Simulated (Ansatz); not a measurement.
Write the native input for Ansatz 0.2.0 that does the following.

```
Task                : relaxation of cell and atoms
Functional          : PBEsol
Potentials or basis : Ansatz PAW
Cutoff              : 420 eV (not typed: the program's choice for these potentials)
k mesh              : 8 × 8 × 6
Occupations         : fermi-dirac, width 0.05 eV
Spin                : no spin polarisation
```

The system is Al3Cu2.

```xyz
5
Lattice="4.0920 0.0000 0.0000 -2.0460 3.5437 0.0000 0.0000 0.0000 4.9928" Properties=species:S:1:pos:R:3 pbc="T T T"
Cu    2.0460    1.1812    0.8013
Cu    0.0000    2.3625    4.1915
Al    2.0460    1.1812    3.2457
Al    0.0000    2.3625    1.7471
Al    0.0000    0.0000    0.0000
```

The cell comes from a database or a generator and needn't be the stable form of this composition.

The input as run:

input.yaml

```yaml
crystal:
  lattice:
    - [4.0919516368, 0.0, 0.0]
    - [-2.0459758184, 3.5437340685, 0.0]
    - [0.0, 0.0, 4.9927787]
  atoms:
    - { symbol: Cu, position: [0.6666666667, 0.3333333333, 0.16048787] }
    - { symbol: Cu, position: [0.3333333333, 0.6666666667, 0.83951213] }
    - { symbol: Al, position: [0.6666666667, 0.3333333333, 0.65007465] }
    - { symbol: Al, position: [0.3333333333, 0.6666666667, 0.34992535] }
    - { symbol: Al, position: [0.0, 0.0, 0.0] }
hamiltonian:
  xc: pbesol
  pseudopotentials: { kind: paw }
kpoints:
  mp_grid: { grid: [8, 8, 6] }
scf:
  occupations: { method: fermi_dirac, width: 0.05 }
output:
  forces: true
  stress: true
  eigenvalues: true
  write_density: true
  write_potential: true
  elf: true
  volumetric_format: npy
relax:
  f_tol: 0.01
  max_steps: 40
  cell: { stress_tol: 0.05 }
```

Potentials or basis: Ansatz PAW.

Command:

```bash
$ ansatz run input.yaml --threads 2 --pin off --max-ram 5632MiB --backend cpu --events-out ev --progress --plain --runs-dir out
```

Results of the run:

* Relaxed volume: 14.50 Å³/atom
* Relaxed cell: a = 4.098 Å, b = 4.098 Å, c = 4.984 Å, α = 90.00°, β = 90.00°, γ = 120.00°
* Space group after relaxing (to 0.05 Å): P-3m1 (No. 164)
* Energy gained by relaxing: 0.3 meV/atom
* Ionic steps: 5
* Pressure after relaxing: 0.0 GPa
* Band gap on the k mesh: none (metal or under the smearing width)

Caveat: the plane-wave basis is chosen anew once the cell has moved, so the energies of steps on either side of that aren't comparable; the PAW data sets come from PBE, with cores solved anew for the run's functional, which leaves a small shift of forces and pressure.

It took 21 s on 2 threads of Arm Neoverse V1 (shared host), peak memory 0.41 GiB.
